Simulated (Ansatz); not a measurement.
# SnO2 (Cassiterite) in Ansatz: the effect of functional

SnO2 (Cassiterite):

```
Sn O
1.0
     4.73800    0.00000    0.00000
     0.00000    4.73800    0.00000
     0.00000    0.00000    3.18650
Sn O
2 4
Direct
  0.50000 0.50000 0.50000
  0.00000 0.00000 0.00000
  0.80710 0.19290 0.50000
  0.69290 0.69290 0.00000
  0.19290 0.80710 0.50000
  0.30710 0.30710 0.00000
```

Alike in all runs:

- Program: Ansatz 0.2.0
- Task: band structure
- Potentials or basis: Ansatz PAW
- k mesh: 6 × 6 × 8
- Occupations: fermi-dirac, width 0.05 eV
- Spin: no spin polarisation

| functional | cutoff | gap on the mesh (eV) | pressure (GPa) | largest force (eV/Å) |
| --- | --- | --- | --- | --- |
| LDA | 420 eV (not typed: the program's choice for these potentials) | 1.13 | -0.7 | 0.15 |
| PBE | 420 eV (not typed: the program's choice for these potentials) | 1.28 | 11.1 | 0.28 |
| PBEsol | 420 eV (not typed: the program's choice for these potentials) | ? | ? | ? |
| RPBE | 420 eV (not typed: the program's choice for these potentials) | 1.37 | 15.4 | 0.31 |
| revPBE | 420 eV (not typed: the program's choice for these potentials) | 1.35 | 14.2 | 0.30 |
| BLYP | 420 eV (not typed: the program's choice for these potentials) | 1.32 | 16.7 | 0.35 |
| r2SCAN | 500 eV (not typed: the program's choice for these potentials) | 1.96 | 3.3 | 0.24 |

**Question.** What does the run with functional PBEsol give?

**Answer.** gap on the mesh 1.18 eV; pressure 4.7 GPa; largest force 0.21 eV/Å.

Caveats: spin-orbit coupling is left out, which moves the levels of the heavy elements; the PAW data sets come from PBE, with cores solved anew for the run's functional, which leaves a small shift of forces and pressure (some runs).

